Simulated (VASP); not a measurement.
Crystal: Si.

```xyz
4
Lattice="-3.3254 3.3254 1.9224 3.3254 -3.3254 1.9224 3.3254 3.3254 -1.9224" Properties=species:S:1:pos:R:3 pbc="T T T"
Si   -2.1363    2.1363    1.9224
Si    2.1363   -2.1363    1.9224
Si    2.1363    2.1363    1.9224
Si    1.1892    1.1892    0.0000
```

This isn't the form of Si at room conditions, which is diamond.

Base run:

```yaml
Program: VASP 6.6.1
Functional: r2SCAN
Potentials_or_basis: VASP PAW PBE potentials, release 64 (Si)
Cutoff: 520 eV
k_mesh: 8 × 8 × 8
Occupations: gaussian, width 0.02 eV
Spin: no spin polarisation
```

Its results: band gap on the k mesh 0.46 eV, indirect (least direct gap 0.59 eV).

Problem. The run is repeated on the same cell with these changes: functional from r2SCAN to TB-mBJ. What comes out?

Solution. Band gap on the k mesh 0.99 eV, indirect (least direct gap 1.09 eV).
